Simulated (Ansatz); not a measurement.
Reaction (formal exchange of groups at a C–O bond): `C[O][SnH2][OH]` + `CCS` → `CCCS` + `[OH][SnH2][OH]`

Program: Ansatz. Geometries: PBE0-D4/def2-TZVP. ΔE: electronic, gas phase. CBS: MP2 limit from def2 TZ/QZ plus the TZ coupled-cluster correction, frozen cores. DFT in def2-TZVPP. B3LYP here is the variant with VWN-RPA as its local correlation; programs differ in this. Elements past krypton have def2 core potentials. For Sn outer-core shells are correlated without core-valence functions, which leaves a few kJ/mol of doubt a bond. Each species was taken in one conformer, which may not be the lowest.

`C[O][SnH2][OH]`:

```xyz
10

C    -0.941   -0.885   -1.143
O    -0.583    0.279   -0.445
Sn    0.865    0.271    0.879
O     0.849    2.134    1.461
H    -1.763   -0.640   -1.822
H    -1.289   -1.687   -0.476
H    -0.116   -1.283   -1.750
H     0.453   -0.743    2.189
H     2.350   -0.081    0.114
H     0.174    2.634    0.993
```

`CCS`:

Z-matrix (Å, degrees):
```
C
C 1 1.514
H 1 1.094 2 110.6
H 1 1.091 2 111.0 3 120.4
H 1 1.093 2 111.0 3 -119.6
S 2 1.813 1 114.1 3 -177.2
H 2 1.092 1 111.5 3 58.7
H 2 1.093 1 110.8 3 -60.2
H 6 1.343 2 96.8 1 -62.2
```

`CCCS`:

Cartesian coordinates in Å:
```
C -0.363 0.719 1.085
C -0.792 0.067 -0.216
C 0.365 -0.379 -1.093
S 1.380 -1.721 -0.413
H 0.293 1.576 0.901
H 0.174 0.014 1.723
H -1.227 1.078 1.649
H -1.395 0.775 -0.798
H -1.434 -0.794 -0.007
H -0.008 -0.786 -2.035
H 1.016 0.461 -1.345
H 1.992 -1.011 0.547
```

`[OH][SnH2][OH]`:

Cartesian coordinates in Å:
```
O -0.879 1.010 1.023
Sn -0.319 -0.144 -0.463
O 1.520 -0.721 -0.093
H -0.873 0.564 1.873
H -1.194 -1.601 -0.490
H -0.396 0.883 -1.814
H 2.141 0.008 -0.035
```

| level | ΔE (kJ/mol) | difference from CCSD(T)/CBS |
| --- | --- | --- |
| PBE-D4 | -63.6 | 2.4 |
| r2SCAN-D4 | -63.3 | 2.7 |
| PBE0-D4 | -64.4 | 1.6 |
| B3LYP-D4 | -58.9 | 7.1 |
| ωB97X-V | -61.5 | 4.5 |
| B2PLYP | -61.6 | 4.4 |
| PBE | -62.0 | 4.0 |
| PBE0 | -63.0 | 3.0 |
| B3LYP | -56.4 | 9.6 |
| HF/def2-TZVPP | -50.9 | 15.1 |
| MP2/def2-TZVPP | -71.5 | -5.5 |
| CCSD/def2-TZVPP | -64.1 | 1.9 |
| CCSD(T)/def2-TZVPP | -65.5 | 0.5 |
| HF/def2-QZVPP | -50.4 | 15.6 |
| MP2/def2-QZVPP | -71.7 | -5.7 |
| SCS-MP2/def2-QZVPP | -65.9 | 0.1 |
| CCSD(T)/CBS | -66.0 | 0 |

Largest T1 diagnostic among the species: 0.014.

In def2-TZVPP, CCSD(T) changes the Hartree–Fock value by −14.7 kJ/mol (the triples alone add −1.4 kJ/mol) and MP2 by −20.7 kJ/mol.

CCSD(T)/CBS has its own doubt, a few kJ/mol and more with outer-core shells, so smaller differences from it don't rank the levels.
